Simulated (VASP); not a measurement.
# C (P6_3/mmc) in VASP: dielectric tensor with PBE+D3(BJ)

Aim: the dielectric tensor of C with PBE+D3(BJ).

All numbers are computed with VASP 6.6.1; they aren't measurements. Logs are shortened: lines on timing, memory, paths and dates and some standing lists are left out, and cuts for length are marked.

**1. Starting point**

It takes space group P6_3/mmc (No. 194, hexagonal). The conventional cell has a = 2.466 Å, b = 2.466 Å, c = 6.727 Å, α = 90.00°, β = 90.00°, γ = 120.00°. C (site symmetry -6m2) has 3 C at 1.42 Å as nearest neighbours. C (site symmetry -6m2) has 3 C at 1.42 Å as nearest neighbours.

**2. Dielectric tensor, PBE+D3(BJ)**

The input, INCAR:

```
SYSTEM = C
PREC     = Accurate       ! precision mode
ENCUT    = 520            ! plane-wave cutoff, eV
EDIFF    = 1E-7           ! SCF threshold, eV
ISMEAR   = 0              ! smearing method
SIGMA    = 0.02           ! smearing width, eV
LREAL    = .FALSE.        ! projectors in reciprocal space
LASPH    = .TRUE.         ! aspherical terms in the spheres
NELM     = 60             ! most SCF steps
ALGO     = Normal         ! electronic algorithm
ISIF     = 2              ! what is computed and relaxed
LWAVE    = .FALSE.        ! write WAVECAR
LCHARG   = .FALSE.        ! write CHGCAR
GGA      = PE             ! functional
IVDW     = 12             ! dispersion correction
LEPSILON = .TRUE.         ! dielectric tensor by DFPT
KPAR     = 4
```

The input, KPOINTS:

```
regular mesh
0
G
  21 21 6
  0 0 0
```

The input, POSCAR:

```
C                                       
1.0
    2.4662784815      0.0000000000      0.0000000000
   -1.2331392407      2.1358598181     -0.0000000000
    0.0000000000     -0.0000000000      6.7267631529
  C             
     4
Direct
     0.0000000000000000    0.0000000000000000    0.2500000000000000
     0.0000000000000000    0.0000000000000000    0.7500000000000000
     0.3333333300000021    0.6666666699999979    0.2500000000000000
     0.6666666699999979    0.3333333300000021    0.7500000000000000
```

Potentials or basis: VASP PAW PBE potentials, release 64 (C).

Started as:

```console
$ cat potpaw_PBE.64/C/POTCAR > POTCAR
$ mpirun -np 4 vasp_std > vasp.out
```

OUTCAR:

```text
SYSTEM = C
   PREC = Accurate
   ENCUT = 520
   EDIFF = 1E-7
   ISMEAR = 0
   LREAL = .FALSE.
   LASPH = .TRUE.
   NELM = 60
   ISIF = 2
   GGA = PE
   IVDW = 12
   LEPSILON = .TRUE.
 IVDW          = 12

 ion  position               nearest neighbor table
   1  0.000  0.000  0.250-   3 1.42   3 1.42   3 1.42
   2  0.000  0.000  0.750-   4 1.42   4 1.42   4 1.42
   3  0.333  0.667  0.250-   1 1.42   1 1.42   1 1.42
   4  0.667  0.333  0.750-   2 1.42   2 1.42   2 1.42

  LATTYP: Found a hexagonal cell.
 ALAT       =     2.4662784815
 C/A-ratio  =     2.7274953755

  Lattice vectors:

 A1 = (   2.4662784815,   0.0000000000,   0.0000000000)
 A2 = (  -1.2331392407,   2.1358598181,   0.0000000000)
 A3 = (   0.0000000000,   0.0000000000,   6.7267631529)

Analysis of symmetry for initial positions (statically):
=====================================================================
 Subroutine PRICEL returns:
 Original cell was already a primitive cell.

 Routine SETGRP: Setting up the symmetry group for a
 hexagonal supercell.

 Subroutine GETGRP returns: Found 24 space group operations
 (whereof 12 operations were pure point group operations)
 out of a pool of 24 trial point group operations.

The static configuration has the point symmetry D_3d.
 The point group associated with its full space group is D_6h.

Analysis of symmetry for dynamics (positions and initial velocities):
=====================================================================
 Subroutine PRICEL returns:
 Original cell was already a primitive cell.

 Routine SETGRP: Setting up the symmetry group for a
 hexagonal supercell.

 Subroutine GETGRP returns: Found 24 space group operations
 (whereof 12 operations were pure point group operations)
 out of a pool of 24 trial point group operations.

The dynamic configuration has the point symmetry D_3d.
 The point group associated with its full space group is D_6h.

 Subroutine INISYM returns: Found 24 space group operations
 (whereof 12 operations are pure point group operations),
 and found     1 'primitive' translations

----------------------------------------------------------------------------------------

                                     Primitive cell

  volume of cell :      35.4341

  direct lattice vectors                    reciprocal lattice vectors
     2.466278481  0.000000000  0.000000000     0.405469215  0.234097760  0.000000000
    -1.233139241  2.135859818  0.000000000     0.000000000  0.468195521  0.000000000
     0.000000000  0.000000000  6.726763153     0.000000000  0.000000000  0.148659909

  length of vectors
     2.466278481  2.466278482  6.726763153     0.468195521  0.468195521  0.148659909

  position of ions in fractional coordinates (direct lattice)
     0.000000000  0.000000000  0.250000000
     0.000000000  0.000000000  0.750000000
     0.333333330  0.666666670  0.250000000
     0.666666670  0.333333330  0.750000000

  ion indices of the primitive-cell ions
   primitive index   ion index
                 1           1
                 2           2
                 3           3
                 4           4

----------------------------------------------------------------------------------------

 KPOINTS: regular mesh

Automatic generation of k-mesh.
 Grid dimensions read from file:
 generate k-points for:   21   21    6

 Generating k-lattice:

  Cartesian coordinates                     Fractional coordinates (reciprocal lattice)
     0.019308058  0.011147512  0.000000000     0.047619048  0.000000000  0.000000000
     0.000000000  0.022295025  0.000000000     0.000000000  0.047619048  0.000000000
     0.000000000  0.000000000  0.024776652     0.000000000  0.000000000  0.166666667

[... 93 lines left out ...]

--------------------------------------- Ionic step        1  -------------------------------------------

 number of electron      15.9999994 magnetization

 E-fermi :   4.6416     XC(G=0): -10.3030

 val. band max:        4.6390968606   @ k =   0.3333   0.3333   0.5000
 cond. band min:       4.6502668316   @ k =   0.3333   0.3333   0.3333
 fundamental gap:      0.0111699710
 Fermi energy:         4.6415886870

 k-point     1 :       0.0000    0.0000    0.0000
  band No.  band energies     occupation
      1     -14.9906      2.00000
      2     -14.6959      2.00000
      3      -3.8461      2.00000
      4      -1.9031      2.00000
      5       1.6281      2.00000
      6       1.6281      2.00000
      7       1.6461      2.00000
      8       1.6461      2.00000
      9       8.9184      0.00000
     10      12.9583      0.00000
     11      12.9590      0.00000
     12      13.0090      0.00000
[... 331 lines left out ...]
 k-point    24 :       0.1905    0.0952    0.0000
  band No.  band energies     occupation
      1     -13.4888      2.00000
      2     -13.2209      2.00000
      3      -2.5353      2.00000
      4      -2.4567      2.00000
      5      -2.0378      2.00000
      6      -0.8642      2.00000
      7      -0.8147      2.00000
      8      -0.2282      2.00000
      9      10.7544      0.00000
     10      11.6808      0.00000
     11      12.1866      0.00000
     12      13.4791      0.00000

 [... further k-points ...]

  FORCE on cell =-STRESS in cart. coord.  units (eV):
  Direction    XX          YY          ZZ          XY          YZ          ZX
  --------------------------------------------------------------------------------------
  -------------------------------------------------------------------------------------
  Total       0.00149     0.00149    -0.00132     0.00000     0.00000     0.00000
  in kB       0.06755     0.06755    -0.05976     0.00000     0.00000     0.00000
  external pressure =        0.03 kB  Pullay stress =        0.00 kB

 VOLUME and BASIS-vectors are now :
 -----------------------------------------------------------------------------
  energy-cutoff  :      520.00
  volume of cell :       35.43
      direct lattice vectors                 reciprocal lattice vectors
     2.466278481  0.000000000  0.000000000     0.405469215  0.234097760  0.000000000
    -1.233139241  2.135859818  0.000000000     0.000000000  0.468195521  0.000000000
     0.000000000  0.000000000  6.726763153     0.000000000  0.000000000  0.148659909

 POSITION                                       TOTAL-FORCE (eV/Angst)
 -----------------------------------------------------------------------------------
      0.00000      0.00000      1.68169         0.000000      0.000000     -0.000000
      0.00000      0.00000      5.04507        -0.000000      0.000000     -0.000000
     -0.00000      1.42391      1.68169        -0.000000     -0.000000      0.000000
      1.23314      0.71195      5.04507         0.000000     -0.000000      0.000000
 -----------------------------------------------------------------------------------
    total drift:                               -0.000000      0.000000      0.000000

  FREE ENERGIE OF THE ION-ELECTRON SYSTEM (eV)
  ---------------------------------------------------
  free  energy   TOTEN  =       -37.4695303425 eV

  energy  without entropy=      -37.4694381001  energy(sigma->0) =      -37.46948422

 HEAD OF MICROSCOPIC STATIC DIELECTRIC TENSOR (INDEPENDENT PARTICLE, excluding Hartree and local field effects)
 ------------------------------------------------------
       26694.310528     0.000001     0.000000
           0.000001 26694.310536     0.000000
          -0.000000     0.000000     3.379651
 ------------------------------------------------------

 Free energy of the ion-electron system (eV)
  ---------------------------------------------------
  ---------------------------------------------------
  free energy    TOTEN  =     -2634.66800053 eV

  energy without entropy =    -2634.66800053

------------------------ aborting loop because EDIFF is reached ----------------------------------------

 Edisp (eV)   -0.62340

 E8    (eV) :    -0.1766
[... 7 lines left out ...]
 E8    (eV) :    -0.1766

--------------------------------------- Ionic step        3  -------------------------------------------

 Free energy of the ion-electron system (eV)
  ---------------------------------------------------
  ---------------------------------------------------
  free energy    TOTEN  =        -0.21405126 eV

  energy without entropy =       -0.21405126

------------------------ aborting loop because EDIFF is reached ----------------------------------------

 Edisp (eV)   -0.62340

 E8    (eV) :    -0.1766

 PIEZOELECTRIC TENSOR FIELD DIRECTION 3  (e Angst)
 -----------------------------------------------------------------------------
    -0.00081  0.00000  0.00000           ( -0.00000 -0.00000  0.00000)
    -0.00000 -0.00081 -0.00000           ( -0.00000 -0.00000 -0.00000)
     0.00000  0.00000  0.00217           (  0.00000  0.00000 -0.00000)

 PIEZOELECTRIC TENSOR FIELD DIRECTION 3  (C/m^2)
 -----------------------------------------------------------------------------
    -0.00037  0.00000  0.00000
    -0.00000 -0.00037 -0.00000
     0.00000  0.00000  0.00098

 MACROSCOPIC STATIC DIELECTRIC TENSOR (including local field effects in DFT)
 ------------------------------------------------------
       26672.461053     0.000001     0.000000
           0.000001 26672.461061     0.000000
           0.000000    -0.000000     3.005418
 ------------------------------------------------------

 PIEZOELECTRIC TENSOR (including local field effects)  for field in x, y, z        (e  Angst)
          XX          YY          ZZ          XY          YZ          ZX
  --------------------------------------------------------------------------------
  x     0.00000     0.00000     0.00000     0.00000     0.00000     0.00000
  y     0.00000     0.00000     0.00000     0.00000     0.00000     0.00000
  z     0.00000     0.00000     0.00000     0.00000     0.00000     0.00000

 PIEZOELECTRIC TENSOR (including local field effects)  for field in x, y, z        (C/m^2)
          XX          YY          ZZ          XY          YZ          ZX
  --------------------------------------------------------------------------------
  x     0.00000     0.00000     0.00000     0.00000     0.00000     0.00000
  y     0.00000     0.00000     0.00000     0.00000     0.00000     0.00000
  z     0.00000     0.00000     0.00000     0.00000     0.00000     0.00000

 BORN EFFECTIVE CHARGES (including local field effects) (in |e|, cummulative output)
 ---------------------------------------------------------------------------------
 ion    1
    1   -48.80501    -0.00000     0.00000
    2    -0.00000   -48.80501     0.00000
    3    -0.00000     0.00000     0.06009
 ion    2
    1   -48.80501    -0.00000     0.00000
    2    -0.00000   -48.80501     0.00000
    3    -0.00000     0.00000     0.06009
 ion    3
    1    48.80501     0.00000     0.00000
    2     0.00000    48.80501     0.00000
    3    -0.00000     0.00000    -0.06009
 ion    4
    1    48.80501     0.00000     0.00000
    2     0.00000    48.80501     0.00000
    3     0.00000     0.00000    -0.06009
```

Run time: 2.3 min. Hardware: 4 MPI ranks of Intel Xeon Platinum 8488C (Sapphire Rapids), shared host; peak memory 0.52 GiB.

What came out:

```yaml
Band_gap_on_the_k_mesh: none (metal or under the smearing width)
Electronic_dielectric_tensor_diagonal: 26672.46, 26672.46, 3.01
Born_charges_mean_of_the_diagonal: C -32.52, +32.52 e
Dispersion_energy_per_atom: -0.156 eV
```

Electronic dielectric tensor:
```
26672.46     0.00     0.00
    0.00 26672.46     0.00
    0.00     0.00     3.01
```

Born effective charge tensors (e):
atom 1, C
```
-48.81   0.00   0.00
  0.00 -48.81   0.00
  0.00   0.00   0.06
```
atom 2, C
```
-48.81   0.00   0.00
  0.00 -48.81   0.00
  0.00   0.00   0.06
```
atom 3, C
```
48.81  0.00  0.00
 0.00 48.81  0.00
 0.00  0.00 -0.06
```
atom 4, C
```
48.81  0.00  0.00
 0.00 48.81  0.00
 0.00  0.00 -0.06
```
